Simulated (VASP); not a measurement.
# Na (Im-3m) in VASP: single point with PBEsol

Aim: the single point of Na with PBEsol.

Everything below comes from runs of VASP 6.6.1. Logs are shortened: lines on timing, memory, paths and dates and some standing lists are left out, and cuts for length are marked.

### 1 The structure

Symmetry: Im-3m, No. 229, cubic system. Conventional cell: a = 4.170 Å, b = 4.170 Å, c = 4.170 Å, α = 90.00°, β = 90.00°, γ = 90.00°. Na (site symmetry m-3m) is surrounded by 8 Na at 3.61 Å.

### 2 Single point, PBEsol, non-collinear spin, zero start, spin-orbit coupling

The input, INCAR:

```
SYSTEM = Na
PREC = Accurate
ENCUT = 520
EDIFF = 1E-7
ISMEAR = 0
SIGMA = 0.1
LREAL = .FALSE.
LASPH = .TRUE.
NELM = 80
ALGO = Fast
ISIF = 2
LWAVE = .FALSE.
LCHARG = .FALSE.
MAGMOM = 0 0 0
LORBIT = 11
LSORBIT = .TRUE.
GGA_COMPAT = .FALSE.
GGA = PS
```

The input, KPOINTS:

```
regular mesh
0
G
  14 14 14
  0 0 0
```

The input, POSCAR:

```
Na
1.0
   -2.0848200000      2.0848200000      2.0848200000
    2.0848200000     -2.0848200000      2.0848200000
    2.0848200000      2.0848200000     -2.0848200000
Na
1
Direct
    0.0000000000      0.0000000000      0.0000000000
```

Potentials or basis: VASP PAW PBE potentials, release 64 (Na_pv).

Launch:

```
> cat potpaw_PBE.64/Na_pv/POTCAR > POTCAR
> mpirun -np 1 vasp_ncl > vasp.out
```

OUTCAR:

```text
SYSTEM = Na
   PREC = Accurate
   ENCUT = 520
   EDIFF = 1E-7
   ISMEAR = 0
   LREAL = .FALSE.
   LASPH = .TRUE.
   NELM = 80
   ISIF = 2
   LORBIT = 11
   LSORBIT = .TRUE.
   GGA = PS

 ion  position               nearest neighbor table
   1  0.000  0.000  0.000-

  LATTYP: Found a body centered cubic cell.
 ALAT       =     4.1696400000

  Lattice vectors:

 A1 = (  -2.0848200000,   2.0848200000,   2.0848200000)
 A2 = (   2.0848200000,  -2.0848200000,   2.0848200000)
 A3 = (   2.0848200000,   2.0848200000,  -2.0848200000)

Analysis of symmetry for initial positions (statically):
=====================================================================
 Subroutine PRICEL returns:
 Original cell was already a primitive cell.

 Routine SETGRP: Setting up the symmetry group for a
 body centered cubic supercell.

 Subroutine GETGRP returns: Found 48 space group operations
 (whereof 48 operations were pure point group operations)
 out of a pool of 48 trial point group operations.

The static configuration has the point symmetry O_h .

Analysis of symmetry for dynamics (positions and initial velocities):
=====================================================================
 Subroutine PRICEL returns:
 Original cell was already a primitive cell.

 Routine SETGRP: Setting up the symmetry group for a
 body centered cubic supercell.

 Subroutine GETGRP returns: Found 48 space group operations
 (whereof 48 operations were pure point group operations)
 out of a pool of 48 trial point group operations.

The dynamic configuration has the point symmetry O_h .

Analysis of structural, dynamic, and magnetic symmetry:
=====================================================================
 Subroutine PRICEL returns:
 Original cell was already a primitive cell.

 Routine SETGRP: Setting up the symmetry group for a
 body centered cubic supercell.

 Subroutine GETGRP returns: Found 48 space group operations
 (whereof 48 operations were pure point group operations)
 out of a pool of 48 trial point group operations.

The overall configuration has the point symmetry O_h .

 Subroutine INISYM returns: Found 48 space group operations
 (whereof 48 operations are pure point group operations),
 and found     1 'primitive' translations

----------------------------------------------------------------------------------------

                                     Primitive cell

  volume of cell :      36.2465

  direct lattice vectors                    reciprocal lattice vectors
    -2.084820000  2.084820000  2.084820000     0.000000000  0.239828858  0.239828858
     2.084820000 -2.084820000  2.084820000     0.239828858  0.000000000  0.239828858
     2.084820000  2.084820000 -2.084820000     0.239828858  0.239828858  0.000000000

  length of vectors
     3.611014165  3.611014165  3.611014165     0.339169224  0.339169224  0.339169224

  position of ions in fractional coordinates (direct lattice)
     0.000000000  0.000000000  0.000000000

  ion indices of the primitive-cell ions
   primitive index   ion index
                 1           1

----------------------------------------------------------------------------------------

 KPOINTS: regular mesh

Automatic generation of k-mesh.
 Grid dimensions read from file:
 generate k-points for:   14   14   14

 Generating k-lattice:

  Cartesian coordinates                     Fractional coordinates (reciprocal lattice)
     0.000000000  0.017130633  0.017130633     0.071428571  0.000000000  0.000000000
     0.017130633  0.000000000  0.017130633     0.000000000  0.071428571  0.000000000
     0.017130633  0.017130633  0.000000000     0.000000000  0.000000000  0.071428571

  Length of vectors
     0.024226373  0.024226373  0.024226373

  Shift w.r.t. Gamma in fractional coordinates (k-lattice)
     0.000000000  0.000000000  0.000000000
[... 44 lines left out ...]
   ICHARG =      2    charge: 1-file 2-atom 10-const
   ISPIN  =      1    spin polarized calculation?
   LNONCOLLINEAR =      T non collinear calculations
   LSORBIT =      T    spin-orbit coupling
   LASPH  =      T    aspherical Exc in radial PAW
   ENCUT  =  520.0 eV  38.22 Ry    6.18 a.u.   6.71  6.71  6.71*2*pi/ulx,y,z
   NELM   =     80;   NELMIN=  2; NELMDL= -5     # of ELM steps
   EDIFF  = 0.1E-06   stopping-criterion for ELM
   LREAL  =      F    real-space projection
   EDIFFG = 0.1E-05   stopping-criterion for IOM
   NSW    =      0    number of steps for IOM
   IBRION =     -1    ionic relax: 0-MD 1-quasi-New 2-CG
   NFREE  =      0    steps in history (QN), initial steepest desc. (CG)
   ISIF   =      2    stress and relaxation
   ISYM   =      2    0-nonsym 1-usesym 2-fastsym
   POTIM  = 0.5000    time-step for ionic-motion
   TEBEG  =    0.0;   TEEND  =   0.0 temperature during run
   PSTRESS=    0.0 pullay stress
   NELECT =       7.0000    total number of electrons
   NUPDOWN=      -1.0000    fix difference up-down
   EMIN   =  10.00;   EMAX   =-10.00  energy-range for DOS
   EFERMI =   0.00;   METHOD = LEGACY
   ISMEAR =     0;   SIGMA  =   0.10  broadening in eV -4-tet -1-fermi 0-gaus
   EFERMI_NEDOS =   21; number of points for ismear=-14 and -15
   IALGO  =     68    algorithm
   IMIX   =      4    mixing-type and parameters
     AMIX     =   0.40;   BMIX     =  1.00
     AMIX_MAG =   1.60;   BMIX_MAG =  1.00
  volume/ion in A,a.u.               =      36.25       244.60
  Fermi-wavevector in a.u.,A,eV,Ry     =   0.946278  1.788207 12.183240  0.895443
  Thomas-Fermi vector in A             =   2.074261
   LORBIT       =     11    0 simple, 1 ext, 2 COOP (PROOUT), +10 PAW based schemes
   GGA     = PS    functional components
   LHFCALC =     F    Hartree Fock is set to
   AEXX    =    0.0000 exact exchange contribution
   IVDW    =     0    specifies the selected vdW correction
   LEPSILON=     F    determine dielectric tensor
   LRPA    =     F    only Hartree local field effects (RPA)
 RMM-DIIS sequential band-by-band and
 Gauss-broadening in eV      SIGMA  =   0.10
  energy-cutoff  :      520.00
  volume of cell :       36.25
 maximum number of plane-waves:      1980
   NGX = 13   NGY = 13   NGZ = 13

 number of electron       7.0000000 magnetization       0.0000000      0.0000000      0.0000000

 number of electron       6.9999995 magnetization       0.0000000      0.0000000     -0.0000000

 number of electron       6.9999995 magnetization      -0.0000000     -0.0000000      0.0000000

 Free energy of the ion-electron system (eV)
  ---------------------------------------------------
  ext. energy  EPLUGINS =         0.00000000
  ---------------------------------------------------
  free energy    TOTEN  =        -1.40079345 eV

  energy without entropy =       -1.39777895  energy(sigma->0) =       -1.39928620

 E-fermi :   0.3437     XC(G=0):  -6.5607

 val. band max:        0.3166632505   @ k =  -0.3571   0.4286   0.1429
 cond. band min:       0.3979823068   @ k =   0.3571   0.0714   0.0714
 fundamental gap:      0.0813190562
 Fermi energy:         0.3436646925

 k-point     1 :       0.0000    0.0000    0.0000
  band No.  band energies     occupation
      1     -24.5179      1.00000
      2     -24.5179      1.00000
      3     -24.3397      1.00000
      4     -24.3397      1.00000
      5     -24.3397      1.00000
      6     -24.3397      1.00000
      7      -2.9556      1.00000
      8      -2.9556      1.00000
      9      12.2489      0.00000
     10      12.2489      0.00000
     11      12.2489      0.00000
     12      12.2489      0.00000
     13      12.2489      0.00000
     14      12.2489      0.00000
[... 377 lines left out ...]
      1     -24.5376      1.00000
      2     -24.5376      1.00000
      3     -24.3668      1.00000
      4     -24.3668      1.00000
      5     -24.3512      1.00000
      6     -24.3512      1.00000
      7       2.0922      0.00000
      8       2.0922      0.00000
      9       2.5222      0.00000
     10       2.5222      0.00000
     11       3.8344      0.00000
     12       3.8344      0.00000
     13       8.5070      0.00000
     14       8.5070      0.00000

 [... further k-points ...]

------------------------ aborting loop because EDIFF is reached ----------------------------------------

  FORCE on cell =-STRESS in cart. coord.  units (eV):
  Direction    XX          YY          ZZ          XY          YZ          ZX
  --------------------------------------------------------------------------------------
  -------------------------------------------------------------------------------------
  Total        0.0205338      0.0205338      0.0205338      0.0000000      0.0000000     -0.0000000
  in kB        0.9076401      0.9076401      0.9076401      0.0000000      0.0000000     -0.0000000
  external PRESSURE =       0.9076401 kB  Pullay stress =       0.0000000 kB

 VOLUME and BASIS-vectors are now :
 -----------------------------------------------------------------------------
  energy-cutoff  :      520.00
  volume of cell :       36.25
      direct lattice vectors                 reciprocal lattice vectors
    -2.084820000  2.084820000  2.084820000     0.000000000  0.239828858  0.239828858
     2.084820000 -2.084820000  2.084820000     0.239828858  0.000000000  0.239828858
     2.084820000  2.084820000 -2.084820000     0.239828858  0.239828858  0.000000000

 POSITION                                       TOTAL-FORCE (eV/Angst)
 -----------------------------------------------------------------------------------
      0.00000      0.00000      0.00000         0.000000      0.000000      0.000000
 -----------------------------------------------------------------------------------
    total drift:                               -0.000000     -0.000000     -0.000000

  FREE ENERGIE OF THE ION-ELECTRON SYSTEM (eV)
  ---------------------------------------------------
  free  energy   TOTEN  =        -1.4007934524 eV

  energy  without entropy=       -1.3977789462  energy(sigma->0) =       -1.39928620

 Spin-Orbit-Coupling matrix elements

 Ion:    1  E_soc:     -0.0007336
 l=   1
     0.0000000    -0.0001223    -0.0001223
    -0.0001223     0.0000000    -0.0001223
    -0.0001223    -0.0001223     0.0000000
 l=   2
     0.0000000     0.0000000     0.0000000     0.0000000     0.0000000
     0.0000000     0.0000000     0.0000000     0.0000000     0.0000000
     0.0000000     0.0000000     0.0000000     0.0000000     0.0000000
     0.0000000     0.0000000     0.0000000     0.0000000     0.0000000
     0.0000000     0.0000000     0.0000000     0.0000000     0.0000000
 l=   3
     0.0000000     0.0000000     0.0000000     0.0000000     0.0000000     0.0000000     0.0000000
     0.0000000     0.0000000     0.0000000     0.0000000     0.0000000     0.0000000     0.0000000
     0.0000000     0.0000000     0.0000000     0.0000000     0.0000000     0.0000000     0.0000000
     0.0000000     0.0000000     0.0000000     0.0000000     0.0000000     0.0000000     0.0000000
     0.0000000     0.0000000     0.0000000     0.0000000     0.0000000     0.0000000     0.0000000
     0.0000000     0.0000000     0.0000000     0.0000000     0.0000000     0.0000000     0.0000000
     0.0000000     0.0000000     0.0000000     0.0000000     0.0000000     0.0000000     0.0000000

 total charge

# of ion       s       p       d       tot
------------------------------------------
    1        0.098   5.967   0.000   6.065

 magnetization (x)

# of ion       s       p       d       tot
------------------------------------------
    1        0.000   0.000   0.000   0.000

 magnetization (y)

# of ion       s       p       d       tot
------------------------------------------
    1        0.000  -0.000   0.000  -0.000

 magnetization (z)

# of ion       s       p       d       tot
------------------------------------------
    1       -0.000  -0.000   0.000  -0.000
```

Wall time 56 s (1 thread of Intel Xeon 6975P-C (Granite Rapids), shared host); peak memory 0.27 GiB.

What came out:

| Quantity | Value |
| --- | --- |
| Free energy | -1.4008 eV |
| Pressure | 0.1 GPa |
| Net moment | 0.00 μB per cell |
| Valence electrons inside the program's atomic spheres | Na 6.07 |

Moments on the atoms (μB; x, y, z):
```
Na  0.00 0.00 0.00
```

Caveat: the PAW data sets were made with another functional, which shifts forces and pressure a little.
